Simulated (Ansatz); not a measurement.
CoSi₂ at several levels of theory

One geometry, relaxed with PBE, and single points on it; plane waves with PAW potentials in Ansatz, scalar-relativistic unless the row names spin-orbit coupling. Collinear spin, which adds to the cost, in r2SCAN (no moment survived); no spin polarisation in PBE, LDA. Meshes are on the primitive cell of 3 atoms. Gaps are the least over mesh and band path; pressure is positive in compression. Smearing is Gaussian, 0.10 eV.

```xyz
3
Lattice="0.0000 2.6799 2.6799 2.6799 0.0000 2.6799 2.6799 2.6799 0.0000" Properties=species:S:1:pos:R:3 pbc="T T T"
Co    0.0000    0.0000    0.0000
Si    1.3400    1.3400    1.3400
Si    4.0199    4.0199    4.0199
```

| level | cutoff (eV) | k mesh | gap (eV) | pressure (GPa) | rough cost with bands (core-min) |
| --- | --- | --- | --- | --- | --- |
| PBE | 420 | 14×14×14 | 0 | 0.0 | 0.6 |

Question: What do r2SCAN, LDA give on the same cell?

Answer:
```csv
level,cutoff (eV),k mesh,gap (eV),pressure (GPa),rough cost with bands (core-min)
r2SCAN,500,14×14×14,0,-4.7,1.5
LDA,420,14×14×14,0,-8.9,0.6
```